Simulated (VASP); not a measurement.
A run of VASP 6.6.1 is set up as follows.

Contents of run.py:

```python
from ase.calculators.vasp import Vasp
from ase.dft.bandgap import bandgap
from ase.io import read

atoms = read('Sm.cif', primitive_cell=True, subtrans_included=False)
atoms.set_initial_magnetic_moments([5.0])
calc = Vasp(
    directory='calc',
    xc='lda',
    pp='PBE',
    setups={'base': 'minimal'},
    prec='Accurate',
    encut=520,
    ediff=1e-07,
    ismear=0,
    sigma=0.1,
    lreal=False,
    lasph=True,
    nelm=100,
    algo='Normal',
    isif=2,
    lwave=False,
    lcharg=False,
    ispin=2,
    lorbit=11,
    lmaxmix=6,
    kpts=[10, 10, 10],
    gamma=True,
)
atoms.calc = calc

print('energy (eV):', atoms.get_potential_energy())
print('free energy (eV):', atoms.get_potential_energy(force_consistent=True))
print('forces (eV/A):')
print(atoms.get_forces())
print('stress (eV/A^3, Voigt):', atoms.get_stress())
print('Fermi level (eV):', calc.get_fermi_level())
print('moment (muB):', atoms.get_magnetic_moment())
print('site moments (muB):', atoms.get_magnetic_moments())
gap, top, bottom = bandgap(calc)
print('band gap (eV):', gap, 'from (spin, k, band)', top, 'to', bottom)
```

Sm.cif

```cif
data_Sm
_cell_length_a 3.63460614
_cell_length_b 3.63460614
_cell_length_c 5.12197438
_cell_angle_alpha 90.00000000
_cell_angle_beta 90.00000000
_cell_angle_gamma 90.00000000
_space_group_name_H-M_alt 'I4/mmm'
_space_group_name_Hall '-I 4 2'
_space_group_IT_number 139
loop_
_space_group_symop_operation_xyz
'x,y,z'
'-x,-y,-z'
'-y,x,z'
'y,-x,-z'
'-x,-y,z'
'x,y,-z'
'y,-x,z'
'-y,x,-z'
'x,-y,-z'
'-x,y,z'
'-y,-x,-z'
'y,x,z'
'-x,y,-z'
'x,-y,z'
'y,x,-z'
'-y,-x,z'
'x+1/2,y+1/2,z+1/2'
'-x+1/2,-y+1/2,-z+1/2'
'-y+1/2,x+1/2,z+1/2'
'y+1/2,-x+1/2,-z+1/2'
'-x+1/2,-y+1/2,z+1/2'
'x+1/2,y+1/2,-z+1/2'
'y+1/2,-x+1/2,z+1/2'
'-y+1/2,x+1/2,-z+1/2'
'x+1/2,-y+1/2,-z+1/2'
'-x+1/2,y+1/2,z+1/2'
'-y+1/2,-x+1/2,-z+1/2'
'y+1/2,x+1/2,z+1/2'
'-x+1/2,y+1/2,-z+1/2'
'x+1/2,-y+1/2,z+1/2'
'y+1/2,x+1/2,-z+1/2'
'-y+1/2,-x+1/2,z+1/2'
loop_
_atom_site_label
_atom_site_type_symbol
_atom_site_symmetry_multiplicity
_atom_site_Wyckoff_symbol
_atom_site_fract_x
_atom_site_fract_y
_atom_site_fract_z
_atom_site_occupancy
Sm1 Sm 2 a 0.0000000000 0.0000000000 0.0000000000 1
```

Potentials or basis: VASP PAW PBE potentials, release 64 (Sm).

The run is started by

```bash
$ python run.py
```

(1) Estimate the band gap on the k mesh.

(2) Predict the net moment.

## Answers

(1) none (metal or under the smearing width).

(2) 6.56 μB per cell.

Caveat: ASE's xc='lda' writes no GGA tag, so the PBE potentials set the functional and the run is PBE; the magnetic or orbital state may not be the lowest; spin-orbit coupling is left out, which moves the levels of the heavy elements.
